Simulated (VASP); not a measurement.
**BAs (CsCl): gaps by functional in VASP**

```
B As
1.0
     2.92516    0.00000    0.00000
     0.00000    2.92516    0.00000
     0.00000    0.00000    2.92516
B As
1 1
Direct
  0.00000 0.00000 0.00000
  0.50000 0.50000 0.50000
```

All runs share this cell. Band v is the last that the valence electrons fill when counted band by band, and c is the next. A negative gap between them is a band overlap, as in a metal.

```csv
level,gap (eV),least direct gap (eV),pressure (GPa)
PBE,-5.70,0.04,0.8
r²SCAN,-6.13,0.01,0.1
LDA,-5.62,0.02,-4.9
PBEsol,-5.75,0.02,-3.0
PBE with spin–orbit coupling,-5.69,0.08,–
```
